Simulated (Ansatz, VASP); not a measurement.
Given: the input of a run of VASP 6.6.1 on CaS (Oldhamite).

File INCAR:

```
SYSTEM = CaS
PREC = Accurate
ENCUT = 520
EDIFF = 1E-7
ISMEAR = -1
SIGMA = 0.05
LREAL = .False.
LASPH = .True.
NELM = 100
ALGO = Normal
ISIF = 2
LWAVE = .False.
LCHARG = .False.
GGA = PS
NBANDS = 15
```

Contents of KPOINTS:

```
regular mesh
0
Gamma
  8 8 8
  0 0 0
```

POSCAR

```
CaS
1.0
    0.0000000000      2.8987592541      2.8987592541
    2.8987592541      0.0000000000      2.8987592541
    2.8987592541      2.8987592541      0.0000000000
Ca S
1 1
Direct
    0.0000000000      0.0000000000      0.0000000000
    0.5000000000      0.5000000000      0.5000000000
```

Potentials or basis: VASP PAW PBE potentials, release 64 (Ca_sv, S).

Command:

```bash
$ cat potpaw_PBE.64/Ca_sv/POTCAR potpaw_PBE.64/S/POTCAR > POTCAR
$ mpirun -np 1 vasp_std > vasp.out
```

**Question.** Translate it to Ansatz 0.2.0. Potentials there: Ansatz PAW.

**Answer.** As run (the cutoff follows the program's own potentials):

File input.yaml:

```yaml
crystal:
  lattice:
    - [0.0, 2.8987592541, 2.8987592541]
    - [2.8987592541, 0.0, 2.8987592541]
    - [2.8987592541, 2.8987592541, 0.0]
  atoms:
    - { symbol: Ca, position: [0.0, 0.0, 0.0] }
    - { symbol: S, position: [0.5, 0.5, 0.5] }
hamiltonian:
  xc: pbesol
  pseudopotentials: { kind: paw }
kpoints:
  mp_grid: { grid: [8, 8, 8] }
scf:
  occupations: { method: fermi_dirac, width: 0.05 }
output:
  forces: true
  stress: true
  eigenvalues: true
```

Potentials or basis: Ansatz PAW.

Launch:

```console
$ ansatz run input.yaml --threads 1 --pin off --max-ram 3584MiB --backend cpu --events-out ev --progress --plain --runs-dir out
```

Both were run:

|  | VASP | Ansatz | Ansatz less VASP |
| --- | --- | --- | --- |
| gap on the k mesh at the Fermi level (eV) | 2.35 | 2.35 | +0.004 |
| least direct gap on the mesh (eV) | 3.13 | 3.14 | +0.004 |
| pressure (GPa) | -4.3 | -4.4 | -0.14 |

The functional is the same, so the differences come from potentials, cutoffs and numerics.

Caveats: the PAW data sets were made with another functional, which shifts forces and pressure a little (VASP); the PAW data sets come from PBE, with cores solved anew for the run's functional, which leaves a small shift of forces and pressure (Ansatz). A k mesh can miss the band edges.
